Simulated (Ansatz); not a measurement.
# Hf (P6/mmm) in Ansatz: equation of state

Aim: energy against volume of Hf in PBEsol, for its equilibrium volume and stiffness.

All numbers are computed with Ansatz 0.2.0; they aren't measurements. Logs are shortened: lines on timing, memory, paths and dates and some standing lists are left out, and cuts for length are marked.

### 1 The structure

The structure is hexagonal, space group P6/mmm (No. 191). Conventional cell: a = 4.962 Å, b = 4.962 Å, c = 3.086 Å, α = 90.00°, β = 90.00°, γ = 120.00°. Around Hf (site symmetry 6/mmm) lie 14 Hf at 3.09 to 3.25 Å. Hf (site symmetry -6m2) is surrounded by 11 Hf at 2.87 to 3.25 Å.

This isn't the form of Hf at room conditions, which is hcp.

### 2 Single point, PBEsol, 20.62 Å³/atom (volume scaled by 0.94)

The input, input.yaml:

```yaml
crystal:
  lattice:
    - [4.8610290882, 0.0, 0.0]
    - [-2.4305145441, 4.2097746788, 0.0]
    - [0.0, 0.0, 3.0232302404]
  atoms:
    - { symbol: Hf, position: [0.0, 0.0, 0.0] }
    - { symbol: Hf, position: [0.3333333333, 0.6666666667, 0.5] }
    - { symbol: Hf, position: [0.6666666667, 0.3333333333, 0.5] }
hamiltonian:
  xc: pbesol
  pseudopotentials: { kind: paw }
kpoints:
  mp_grid: { grid: [6, 6, 9] }
scf:
  occupations: { method: fermi_dirac, width: 0.05 }
output:
  forces: true
  stress: true
  eigenvalues: true
  write_density: true
  write_potential: true
  elf: true
  volumetric_format: npy
```

Potentials or basis: Ansatz PAW.

Launch:

```
> ansatz run input.yaml --threads 2 --pin off --max-ram 5632MiB --backend cpu --events-out ev --progress --plain --runs-dir out
```

The log of the run:

```text
Warning: RAYON_NUM_THREADS=2 ignored (pool sized by the plan → 2); use --threads N
Engine: ansatz 0.2.0, x86_64-unknown-linux-gnu
Pseudopotentials: kind: paw
Pseudopotential: Hf, paw, valence charge 26, recommended cutoff 420 eV (normal), Hf.paw.azcp
Functional definition: PBEsol
  exchange = pbesol_x
  correlation = pbesol_c
Crystal: 3 atoms, lattice volume = 61.867 Å³
Basis set: ecut = 420 eV, 1193 PW (Γ), exchange–correlation on 72×72×48 points (8 copies of the dense FFT grid, shifted against one another)
Bands: 47, of which v1, the nominal top of the filled ones, is band 39 counted from 1 (38 counted from 0)
Symmetry: 24 space group operations
Space group: P6/mmm (ITA 191), of the structure as read, at distance tolerance 4.0e-5 Å
k-points: 35 of 324
Non-local potential: Hf, projectors of the file, l = 0: 3, l = 1: 2, l = 2: 2, l = 3: 3
PAW form: soft (Blöchl's): semilocal exchange-correlation on the pseudo side does not see the compensation charge
PAW frozen core: Hf, regenerated for the run's functional, and the local potential with it (the file was generated under x = pbe(κ = 0.804, μ = 0.2195149727645171), c = pbe(β = 0.06672455060314922))
PAW one-centre angular grid: Hf, 590 points (default); XC on 64 Gauss nodes
Initial density: superposition of atomic densities (neutral atoms: chi_scale 0, normalization atom), corrected by the library's trained network
Initial wavefunctions: pseudopotential atomic-orbital guess
Functional: x = pbesol(κ = 0.804, μ = 0.12345679012345678), c = pbesol(β = 0.046)
SCF iter   1: F=—  HF=-46793.994494 eV  |F-HF|=—  |Δ(HF+E_count)|=         —  Δρ=1.22e-2  dr2=2.67e-1  ethr=1.77e-3  ⟨swp⟩=4.9  Hψ=4919  notcnv=0  defer=4
preconditioner: auto → Kerker (q_TF=auto, 2.836 Å⁻¹)  [metal: Δε(μ)=0.001 eV  Ē_g=17.226 eV  σ=0.050 eV  W_gap=0.01  n_scr=26 (ndim 8)  ℏωp=40.1 eV  f_vac=0.000  D(μ)=2.94/eV (n_scr^D=26)]
SCF iter   2: F=—  HF=-46793.957862 eV  |F-HF|=—  |Δ(HF+E_count)|=   3.66e-2  Δρ=4.87e-3  dr2=3.24e-2  ethr=3.43e-4  ⟨swp⟩=2.0  Hψ=2112  notcnv=0  defer=58
SCF iter   3: F=—  HF=-46793.952120 eV  |F-HF|=—  |Δ(HF+E_count)|=   5.74e-3  Δρ=1.66e-3  dr2=2.87e-3  ethr=4.15e-5  ⟨swp⟩=2.0  Hψ=2508  notcnv=0  defer=58
SCF iter   4: F=—  HF=-46793.950802 eV  |F-HF|=—  |Δ(HF+E_count)|=   1.32e-3  Δρ=1.02e-3  dr2=8.51e-4  ethr=3.68e-6  ⟨swp⟩=2.0  Hψ=2964  notcnv=0  defer=58
SCF iter   5: F=—  HF=-46793.950768 eV  |F-HF|=—  |Δ(HF+E_count)|=   3.44e-5  Δρ=2.73e-4  dr2=6.48e-5  ethr=1.09e-6  ⟨swp⟩=2.0  Hψ=2955  notcnv=0  defer=58
SCF iter   6: F=—  HF=-46793.950761 eV  |F-HF|=—  |Δ(HF+E_count)|=   6.79e-6  Δρ=8.12e-5  dr2=3.83e-6  ethr=8.31e-8  ⟨swp⟩=2.0  Hψ=2959  notcnv=0  defer=58
SCF iter   7: F=—  HF=-46793.950755 eV  |F-HF|=—  |Δ(HF+E_count)|=   6.38e-6  Δρ=5.96e-5  dr2=1.76e-6  ethr=4.91e-9  ⟨swp⟩=2.7  Hψ=3024  notcnv=0  defer=58
SCF iter   8: F=—  HF=-46793.950755 eV  |F-HF|=—  |Δ(HF+E_count)|=   1.54e-7  Δρ=1.92e-5  dr2=5.33e-7  ethr=2.26e-9  ⟨swp⟩=2.0  Hψ=2954  notcnv=0  defer=58
SCF iter   9: F=-46793.950755 eV  HF=-46793.950755 eV  |F-HF|=6.11e-9  |Δ(HF+E_count)|=   1.08e-7  Δρ=3.41e-6  dr2=9.08e-9  ethr=1.28e-10  ⟨swp⟩=12.0  Hψ=12439  notcnv=0
SCF 1 converged in 9 iterations: F = -46793.950755 eV  dr2 = 9.08e-9
SCF converged after 9 iterations
Free energy (F): -46793.950755 eV
Harris-Foulkes:  -46793.950755 eV  (|F-HF|=6.11e-9)
Internal energy: -46793.927243 eV  (E = F + TS)
E sigma→0 (E₀):  -46793.938999 eV
Entropy (-TS):   -0.023512 eV (-7.837 meV/atom)
Fermi energy:    21.382661 eV
--- Per-component energies (eV) ---
  E_band       = 248.471762
  E_kinetic    = 1282.813340
  E_local      = -14621.054390  (includes V_loc(G=0)·N_el)
  E_nonlocal   = -3715.153812
  E_hartree    = 6926.149791
  E_xc         = -896.597538
  E_vxc        = -802.299451  (∫ρ·V_xc dr)
  E_paw        = -20424.167007  (= ΣΔE_a)
  E_vpaw       = 4251.865308  (= ΣTr[D̂ρ^β])
  E_aug_tail   = -0.000004  (compensation charges beyond the density's cutoff)
  E_ewald      = -15349.670898
  E_core_change = 3.753275  (= ΣΔE_core)
  E_smearing   = -0.023512  (= −TS)
  E_closure    = 0.000000  (closes the sum)
  Σ components = -46793.950755   (vs F -46793.950755, Δ=0.00e0)
--- Forces (eV/Å), atoms counted from 1 ---
  atom   1  Hf    -0.00000000     0.00000000     0.00000000
  atom   2  Hf    -0.00000000     0.00000000     0.00000000
  atom   3  Hf     0.00000000    -0.00000000     0.00000000
  max |Σ_I F_I| component: 1.85e-17 eV/Å
--- Stress (GPa, compression-positive) ---
        4.308313       0.000000       0.000000
       -0.000000       4.308313       0.000000
        0.000000       0.000000       5.021354
  P = ⅓ Tr σ = 4.5460 GPa (45.460 kbar)
--- Band table (eV; the first three rows and the last of 35) ---
  k-point 0: bands = ["-40.3121", "-40.0638", "-39.9302", "-9.1937", "-9.1937", "-9.1418", "-9.1418", "-8.6681", "-8.3997", "-8.2948", "-8.2483", "-8.2483", "9.6983", "9.7021", "9.7407", "9.7407", "9.7543", "9.7543", "9.7955", "9.9542", "9.9717", "9.9784", "9.9784", "10.0194", "10.0194", "10.0247", "10.0247", "10.0339", "10.0360", "10.0360", "10.0809", "10.0857", "10.0857", "13.9498", "18.6347", "20.7501", "20.7648", "20.7648", "20.7982", "20.7982", "22.5164", "23.5953", "23.5953", "24.3856", "24.3856", "24.4228", "24.4228"]
  k-point 1: bands = ["-40.3070", "-40.0600", "-39.9259", "-9.1833", "-9.1833", "-9.1231", "-9.1231", "-8.7418", "-8.4920", "-8.3708", "-8.2520", "-8.2520", "9.6991", "9.7028", "9.7459", "9.7459", "9.7528", "9.7528", "9.7867", "9.9549", "9.9717", "9.9835", "9.9835", "10.0177", "10.0177", "10.0248", "10.0283", "10.0283", "10.0353", "10.0353", "10.0718", "10.0856", "10.0857", "14.2716", "19.0011", "20.4510", "20.4510", "20.6106", "20.6106", "21.2935", "22.8777", "23.4394", "23.4394", "24.1925", "24.1925", "24.8331", "24.8331"]
  k-point 2: bands = ["-40.2941", "-40.0506", "-39.9151", "-9.1570", "-9.1570", "-9.0738", "-9.0738", "-8.9223", "-8.7222", "-8.5595", "-8.2630", "-8.2630", "9.7010", "9.7044", "9.7491", "9.7491", "9.7594", "9.7594", "9.7663", "9.9565", "9.9715", "9.9967", "9.9967", "10.0033", "10.0136", "10.0136", "10.0296", "10.0296", "10.0414", "10.0414", "10.0509", "10.0855", "10.0859", "15.1592", "19.7372", "19.7372", "19.8218", "20.1493", "20.1493", "22.8572", "23.3812", "23.3812", "23.7148", "23.7148", "23.9580", "25.5502", "25.5502"]
  k-point 34: bands = ["-40.2695", "-39.9642", "-39.9642", "-9.4816", "-9.1996", "-9.1996", "-8.9415", "-8.8127", "-8.8127", "-8.6973", "-8.6973", "-8.1742", "9.7006", "9.7027", "9.7357", "9.7368", "9.7368", "9.7861", "9.7861", "9.9792", "9.9792", "9.9822", "10.0078", "10.0078", "10.0209", "10.0230", "10.0230", "10.0268", "10.0268", "10.0491", "10.0626", "10.0626", "10.0693", "17.7535", "19.2550", "19.2550", "20.1520", "20.1908", "20.1908", "21.8701", "21.8701", "22.8438", "22.8438", "24.6184", "24.8609", "26.3913", "28.3313"]
```

rho_z.tsv:

```text
# z_ang	rho[e/angstrom^3]
# format = ansatz-planar-average/11
# lattice	4.861029088	0.000000000	0.000000000
# lattice	-2.430514544	4.209774679	0.000000000
# lattice	0.000000000	0.000000000	3.023230240
# sites	3
# site	72	0.000000000	0.000000000	0.000000000
# site	72	0.000000000	2.806516453	1.511615120
# site	72	2.430514544	1.403258226	1.511615120
0.000000	1.429077e0
0.125968	1.347652e0
0.251936	1.135768e0
0.377904	8.724178e-1
0.503872	6.439898e-1
0.629840	5.150268e-1
[... 16 lines left out ...]
2.771294	1.135768e0
2.897262	1.347652e0
```

v_z.tsv:

```text
# z_ang	v_es[eV]	v_tot[eV]
# format = ansatz-planar-average/11
# xc	pbesol
# density_cutoff_ev	1680
# datasets	Hf=:simpson_from_first_knot:soft:shift=-916684
# lattice	4.861029088	0.000000000	0.000000000
# lattice	-2.430514544	4.209774679	0.000000000
# lattice	0.000000000	0.000000000	3.023230240
# sites	3
# site	72	0.000000000	0.000000000	0.000000000
# site	72	0.000000000	2.806516453	1.511615120
# site	72	2.430514544	1.403258226	1.511615120
0.000000	1.619165e1	4.562565e0
0.125968	1.614047e1	4.575141e0
0.251936	1.599933e1	4.615049e0
0.377904	1.578017e1	4.624020e0
0.503872	1.546685e1	4.444427e0
0.629840	1.494050e1	3.859412e0
[... 16 lines left out ...]
2.771294	1.599933e1	4.615049e0
2.897262	1.614047e1	4.575141e0
```

It took 2 s on 2 threads of Intel Xeon 6975P-C (Granite Rapids), shared host; peak memory 0.46 GiB.

What came out:

- Free energy: -46793.9508 eV
- Pressure: 4.5 GPa
- Band gap on the k mesh: none (metal or under the smearing width)

Caveat: the PAW data sets come from PBE, with cores solved anew for the run's functional, which leaves a small shift of forces and pressure.

### 3 Single point, PBEsol, 21.06 Å³/atom (volume scaled by 0.96)

input.yaml, as its differences from that of step 2:

```diff
@@ -2,5 +2,5 @@
   lattice:
-    - [4.8610290882, 0.0, 0.0]
-    - [-2.4305145441, 4.2097746788, 0.0]
-    - [0.0, 0.0, 3.0232302404]
+    - [4.8952628153, 0.0, 0.0]
+    - [-2.4476314076, 4.2394219562, 0.0]
+    - [0.0, 0.0, 3.0445212957]
   atoms:
@@ -20,5 +20 @@
   eigenvalues: true
-  write_density: true
-  write_potential: true
-  elf: true
-  volumetric_format: npy
```

Potentials or basis: Ansatz PAW.

Launch:

```
> ansatz run input.yaml --threads 2 --pin off --max-ram 5632MiB --backend cpu --events-out ev --progress --plain --runs-dir out
```

It took 1.6 s on 2 threads of Intel Xeon 6975P-C (Granite Rapids), shared host; peak memory 0.45 GiB.

The run converged. Its results:

| Property | Result |
| --- | --- |
| Free energy | -46793.9771 eV |
| Pressure | 1.9 GPa |
| Band gap on the k mesh | none (metal or under the smearing width) |

Caveat: the PAW data sets come from PBE, with cores solved anew for the run's functional, which leaves a small shift of forces and pressure.

### 4 Single point, PBEsol, 21.50 Å³/atom (volume scaled by 0.98)

input.yaml, as its differences from that of step 3:

```diff
@@ -2,5 +2,5 @@
   lattice:
-    - [4.8952628153, 0.0, 0.0]
-    - [-2.4476314076, 4.2394219562, 0.0]
-    - [0.0, 0.0, 3.0445212957]
+    - [4.9290243154, 0.0, 0.0]
+    - [-2.4645121577, 4.2686602729, 0.0]
+    - [0.0, 0.0, 3.0655186578]
   atoms:
@@ -20 +20,5 @@
   eigenvalues: true
+  write_density: true
+  write_potential: true
+  elf: true
+  volumetric_format: npy
```

Launch:

```
> ansatz run input.yaml --threads 2 --pin off --max-ram 5632MiB --backend cpu --events-out ev --progress --plain --runs-dir out
```

Wall time 2.1 s (2 threads of Intel Xeon 6975P-C (Granite Rapids), shared host); peak memory 0.46 GiB.

Results (log left out):

```yaml
Free_energy: -46793.9829 eV
Pressure: -0.5 GPa
Band_gap_on_the_k_mesh: none (metal or under the smearing width)
```

Caveat: the PAW data sets come from PBE, with cores solved anew for the run's functional, which leaves a small shift of forces and pressure.

### 5 Single point, PBEsol, 21.94 Å³/atom

input.yaml, as its differences from that of step 4:

```diff
@@ -2,5 +2,5 @@
   lattice:
-    - [4.9290243154, 0.0, 0.0]
-    - [-2.4645121577, 4.2686602729, 0.0]
-    - [0.0, 0.0, 3.0655186578]
+    - [4.962329544, 0.0, 0.0]
+    - [-2.481164772, 4.297503447, 0.0]
+    - [0.0, 0.0, 3.08623225]
   atoms:
@@ -20,5 +20 @@
   eigenvalues: true
-  write_density: true
-  write_potential: true
-  elf: true
-  volumetric_format: npy
```

Launch:

```
> ansatz run input.yaml --threads 2 --pin off --max-ram 5632MiB --backend cpu --events-out ev --progress --plain --runs-dir out
```

It took 1.7 s on 2 threads of Intel Xeon 6975P-C (Granite Rapids), shared host; peak memory 0.45 GiB.

It converged, with:

| Item | Value |
| --- | --- |
| Free energy | -46793.9697 eV |
| Pressure | -2.7 GPa |
| Band gap on the k mesh | none (metal or under the smearing width) |

Caveat: the PAW data sets come from PBE, with cores solved anew for the run's functional, which leaves a small shift of forces and pressure.

### 6 Single point, PBEsol, 22.38 Å³/atom (volume scaled by 1.02)

input.yaml, as its differences from that of step 5:

```diff
@@ -2,5 +2,5 @@
   lattice:
-    - [4.962329544, 0.0, 0.0]
-    - [-2.481164772, 4.297503447, 0.0]
-    - [0.0, 0.0, 3.08623225]
+    - [4.9951936113, 0.0, 0.0]
+    - [-2.4975968057, 4.3259645642, 0.0]
+    - [0.0, 0.0, 3.1066714698]
   atoms:
```

Potentials or basis: Ansatz PAW.

Launch:

```
> ansatz run input.yaml --threads 2 --pin off --max-ram 5632MiB --backend cpu --events-out ev --progress --plain --runs-dir out
```

It took 1.7 s on 2 threads of Intel Xeon 6975P-C (Granite Rapids), shared host; peak memory 0.45 GiB.

The run converged. Its results:

```yaml
Free_energy: -46793.9394 eV
Pressure: -4.7 GPa
Band_gap_on_the_k_mesh: none (metal or under the smearing width)
```

Caveat: the PAW data sets come from PBE, with cores solved anew for the run's functional, which leaves a small shift of forces and pressure.

### 7 Single point, PBEsol, 22.82 Å³/atom (volume scaled by 1.04)

input.yaml, as its differences from that of step 6:

```diff
@@ -2,5 +2,5 @@
   lattice:
-    - [4.9951936113, 0.0, 0.0]
-    - [-2.4975968057, 4.3259645642, 0.0]
-    - [0.0, 0.0, 3.1066714698]
+    - [5.0276308424, 0.0, 0.0]
+    - [-2.5138154212, 4.3540560303, 0.0]
+    - [0.0, 0.0, 3.1268452265]
   atoms:
```

Launch:

```
> ansatz run input.yaml --threads 2 --pin off --max-ram 5632MiB --backend cpu --events-out ev --progress --plain --runs-dir out
```

Run time: 1.7 s. Hardware: 2 threads of Intel Xeon 6975P-C (Granite Rapids), shared host; peak memory 0.45 GiB.

Results (log left out):

```
Free energy            : -46793.8932 eV
Pressure               : -6.5 GPa
Band gap on the k mesh : none (metal or under the smearing width)
```

Caveat: the PAW data sets come from PBE, with cores solved anew for the run's functional, which leaves a small shift of forces and pressure.

### 8 Single point, PBEsol, 23.25 Å³/atom (volume scaled by 1.06)

input.yaml, as its differences from that of step 7:

```diff
@@ -2,5 +2,5 @@
   lattice:
-    - [5.0276308424, 0.0, 0.0]
-    - [-2.5138154212, 4.3540560303, 0.0]
-    - [0.0, 0.0, 3.1268452265]
+    - [5.0596548321, 0.0, 0.0]
+    - [-2.5298274161, 4.381789619, 0.0]
+    - [0.0, 0.0, 3.1467619751]
   atoms:
```

Launch:

```
> ansatz run input.yaml --threads 2 --pin off --max-ram 5632MiB --backend cpu --events-out ev --progress --plain --runs-dir out
```

Wall time 1.6 s (2 threads of Intel Xeon 6975P-C (Granite Rapids), shared host); peak memory 0.46 GiB.

Results (log left out):

```yaml
Free_energy: -46793.8327 eV
Pressure: -8.2 GPa
Band_gap_on_the_k_mesh: none (metal or under the smearing width)
```

Caveat: the PAW data sets come from PBE, with cores solved anew for the run's functional, which leaves a small shift of forces and pressure.

### 9 Equation of state, PBEsol

Potentials or basis: Ansatz PAW.

This step only gathers the single runs of the series.

What came out:

```yaml
Equilibrium_volume: 21.41 Å³/atom
Bulk_modulus_at_fixed_shape_and_positions: 114 GPa
Pressure_derivative_of_the_bulk_modulus: 3.4
```

Energy against volume, from the lowest point:
| volume (Å³/atom) | energy (meV/atom) |
| --- | --- |
| 20.622 | 10.70 |
| 21.061 | 1.91 |
| 21.500 | 0.00 |
| 21.939 | 4.38 |
| 22.377 | 14.50 |
| 22.816 | 29.88 |
| 23.255 | 50.04 |

Caveat: the cell was scaled at fixed shape and fractional positions, which overstates the stiffness of a crystal with free parameters, most of all of layers and chains. Spin-orbit coupling is left out, which matters for the levels of Hf.
